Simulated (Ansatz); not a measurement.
CoO: equation of state with LDA

The system is CoO.

```xyz
4
Lattice="3.1976 0.0000 0.0000 -1.5988 2.7692 0.0000 0.0000 0.0000 5.2287" Properties=species:S:1:pos:R:3 pbc="T T T"
Co    0.0000    1.8462    2.6319
Co    0.0000    0.0000    0.0182
O     0.0000    1.8462    4.5571
O     0.0000    0.0000    1.9430
```

Measurements of this composition are mostly on another form, of space group No. 225.

```
Program             : Ansatz 0.2.0
Task                : equation of state
Functional          : LDA
Potentials or basis : Ansatz PAW
Cutoff              : 420 eV
Density cutoff      : 1680 eV
k mesh              : 10 × 10 × 5
Occupations         : fermi-dirac, width 0.05 eV
Spin                : collinear spin, ferromagnetic start
Starting moments    : [2.0, 2.0, 0.0, 0.0] μB
```

* Equilibrium volume: 9.99 Å³/atom (rough: see the caveat)
* Bulk modulus at fixed shape and positions: 161 GPa (rough)

Energy against volume, from the lowest point:
```tsv
volume (Å³/atom)	energy (meV/atom)
10.881	0.00
11.112	18.67
11.344	40.47
11.575	65.18
11.807	92.51
12.038	122.19
12.270	153.87
```

All runs of the series together: 2.4 min on 2 threads of Arm Neoverse V2, on a shared host.

Caveat: the minimum lies outside the volumes run; the cell was scaled at fixed shape and fractional positions, which overstates the stiffness of a crystal with free parameters, most of all of layers and chains.
